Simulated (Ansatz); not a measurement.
# Forms of Si2Ge: one energy to predict

Theory: DFT PBE, scalar-relativistic, plane waves, PAW in Ansatz 0.2.0. All cells share a 420 eV cutoff and Γ-centred k meshes spaced at most about 0.3 Å⁻¹ (about 0.25 or finer for metals, 2π included). No spin polarisation.

These are static total energies at zero pressure. Rows are sorted by volume; energies count from the lowest form computed. Coordination counts Ge atoms around Si (those within 1.25 times the shortest such distance or 1.15 times the sum of covalent radii; the shortest distance is added where it is long for a bond; a slash parts the counts of unlike sites). The table shows 5 of 13 forms computed.

```tsv
row	form	source	atoms	coordination	V (Å³/atom)	gap on mesh (eV)	ΔE (meV/atom)
1	P-6m2	invented	6	Si 3 from 3.0 Å/6 from 2.9 Å/2+12 from 4.6 Å	16.3	0	494
2	P6/mmm	invented	3	Si 6 from 3.0 Å	16.3	0	455
3	Cmcm	invented	6	Si 2	17.4	0	?
4	P-3m1	invented	6	Si 1/3	21.4	0.59	5
5	Imma	invented	6	Si 1	21.4	0.49	0
```

The cell of row 3:

```
Si Ge
1.0
     5.45671   -1.83685    0.00000
     5.45671    1.83685    0.00000
     0.00000    0.00000    5.20179
Si Ge
4 2
Cartesian
  1.9044 0.1499 3.9013
  9.0091 0.1499 3.9013
  1.9044 -0.1499 1.3004
  9.0091 -0.1499 1.3004
  5.4567 0.1723 3.9013
  5.4567 -0.1723 1.3004
```

Question: Estimate the missing energy, and say where the row ranks.

Answer: 0.33 eV/atom, which puts it above row 4 and below row 2. Counting Ge atoms around Si, row 3 has Si 2 and the lowest form (row 5) has Si 1.

An observed structure of this formula, if there is one, may be missing.

Kohn–Sham gaps at this level usually fall short of measured ones. Cells relaxed within their symmetry can be saddle points. Some types were kept out of the candidates beforehand, so the set may lack a known form.
